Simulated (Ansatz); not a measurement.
**CsH: the gap under strain**

CsH, Fm-3m, a = 6.102 Å. Ansatz: LDA, PAW, 420 eV, Γ-centred 6×6×6 mesh on 4 atoms, Gaussian smearing 0.02 eV; no spin polarisation. Series: uniaxial strain along c, with a, b and atoms relaxed; x is the strain in per cent. The axes a, b, c are those of the computed cell (4.315, 4.315, 6.102 Å), along [1 1 0], [-1 1 0], [0 0 1] of the cell named above. The gap is sought over the whole zone.

| x (%) | gap y (eV) |
| --- | --- |
| -6.0 | ? |
| -4.0 | 1.668 |
| -2.0 | 1.715 |
| 0.0 | 1.755 |
| 2.0 | 1.780 |
| 4.0 | 1.802 |
| 6.0 | 1.818 |

Q: Fit y = E0 + c1 x + c2 x² to the other rows, give the deformation potential for this strain, and predict the missing gap.

A: Least squares on the rows shown. y = 1.7523 + 0.016827 x − 0.0010134 x². The deformation potential is 100 c1 = 1.68 eV per unit strain. With a term in x³ added, the coefficient of x becomes 0.01601, 5 % less, which shows how far this figure hangs on the form. At x = -6.0 the fit asked for gives 1.615 eV. The run gave 1.611 eV, so the fit is 0.004 eV too high, a small miss on the scale of the series.

Spin-orbit coupling is left out, which matters for the bands of heavy elements. Semilocal functionals give gaps under the measured ones; changes of the gap mostly carry over better.